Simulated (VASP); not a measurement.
## VASP inputs for SiO$_{2}$ (fluorite)

INCAR, step 1 (ground state)

```
ISMEAR = 0
EDIFF = 1E-7
ENCUT = 500
LREAL = .FALSE.
PREC = Accurate
SIGMA = 0.01
GGA = PE
LWAVE = .TRUE.
LASPH = .TRUE.
NELM = 120
LCHARG = .FALSE.
```

INCAR, step 2 (empty bands)

```
ISTART = 1
ENCUT = 500
LASPH = .TRUE.
SIGMA = 0.01
ALGO = Exact
PREC = Accurate
LCHARG = .FALSE.
GGA = PE
LREAL = .FALSE.
LOPTICS = .TRUE.
NELM = 1
ISMEAR = 0
LWAVE = .TRUE.
EDIFF = 1E-7
NBANDS = 77
```

INCAR, step 3 (GW)

```
LWAVE = .FALSE.
LASPH = .TRUE.
ALGO = EVGW0
ENCUTGW = 120
NELM = 120
NBANDSGW = 16
EDIFF = 1E-7
ENCUT = 500
NELMGW = 1
ISTART = 1
NBANDS = 77
GGA = PE
PREC = Accurate
ENCUTGWSOFT = 120
LCHARG = .FALSE.
PRECFOCK = Fast
ISMEAR = 0
SIGMA = 0.01
NOMEGA = 64
LREAL = .FALSE.
```

KPOINTS

```
KPOINTS created by Atomic Simulation Environment
0
Gamma
6 6 6
0 0 0
```

POSCAR

```
Si O
 1.0000000000000000
    -0.0000000000000000    2.2641691162216273    2.2641691162216273
     2.2641691162216273   -0.0000000000000000    2.2641691162216273
     2.2641691162216273    2.2641691162216273   -0.0000000000000000
 Si  O
   1   2
Cartesian
 -0.0000000000000000  0.0000000000000000 -0.0000000000000000
  1.1320845581108139  1.1320845581108139  1.1320845581108139
  3.3962536743324403  3.3962536743324403  3.3962536743324403
```

VASP ran with the GW set of PAW datasets (16 valence electrons in the cell).

What does this run give?

PBE gap on the mesh 2.07 eV; G₀W₀ gap on the mesh 3.42 eV.
